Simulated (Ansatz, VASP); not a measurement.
**Two plane-wave programs on Ge3S4**

```xyz
7
Lattice="5.7896 0.0000 0.0000 0.0000 5.7896 0.0000 0.0000 0.0000 5.7896" Properties=species:S:1:pos:R:3 pbc="T T T"
Ge    0.0000    0.0000    2.8948
Ge    2.8948    0.0000    0.0000
Ge    0.0000    2.8948    0.0000
S     1.3993    4.3902    1.3993
S     4.3902    1.3993    1.3993
S     1.3993    1.3993    4.3902
S     4.3902    4.3902    4.3902
```

Change from the starting cell: species swapped into the Sn3As4 type (P-43m, No. 215).

Alike in both runs: task relaxation of cell and atoms; functional PBE; k mesh 8 × 8 × 8; occupations gaussian, width 0.1 eV; no spin polarisation.

|  | VASP | Ansatz |
| --- | --- | --- |
| version | VASP 6.6.1 | Ansatz 0.2.0 |
| potentials or method | VASP PAW PBE potentials, release 64 (Ge_d, S) | scalar-relativistic, plane waves, PAW |
| plane-wave cutoff (eV) | 600 | 420 |
| valence electrons in the cell | 66 | 66 |

|  | VASP | Ansatz | Ansatz less VASP |
| --- | --- | --- | --- |
| gap on the k mesh at the Fermi level, each at its own relaxed structure (eV) | none | none | - |
| relaxed volume (Å³/atom) | 27.72 | 27.72 | 0.000 |
| relaxed cell length with the largest relative difference (Å) | 5.790 | 5.790 | 0.0000 |

A gap of «none» marks a metal or a gap that the smearing closes.

Caveats: the relaxation stopped at its first step, so nothing moved.
